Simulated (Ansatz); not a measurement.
**Vibrational response of HfC at 37.6 GPa**

The calculation used Ansatz, DFT PBE, scalar-relativistic, plane waves, PAW. Settings: 420 eV plane-wave cutoff, Γ-centred 16×16×16 mesh, Fermi-Dirac smearing of 0.15 eV. No spin polarisation. Phonons by linear response, acoustic sum rule imposed.

The cell is fixed (symmetry leaves no force on the atoms) and stands under 37.6 GPa:
```xyz
2
Lattice="2.7699 0.0000 0.0000 0.0000 2.7699 0.0000 0.0000 0.0000 2.7699" Properties=species:S:1:pos:R:3 pbc="T T T"
Hf    0.0000    0.0000    0.0000
C     1.3849    1.3849    1.3849
```

The cell is the ideal cubic caesium chloride prototype; this isn't the usual structure of the compound. In a metal, frequencies and elastic constants depend on the k mesh and the smearing, soft modes and shear constants most. Spin–orbit coupling is left out, which can shift energies with elements as heavy as these.

Q: Is this structure stable against zone-centre distortions?

A: Yes, at Γ: no optical mode is imaginary. Strains and other wave vectors aren't tested by this run.

Q: List the optical modes at Γ (i marks imaginary ones).

A:
```
frequency (THz) degeneracy
           9.41           3
```

Cost: 1 run of about 1.3 core-minutes, on Arm Neoverse N1 (shared hosts).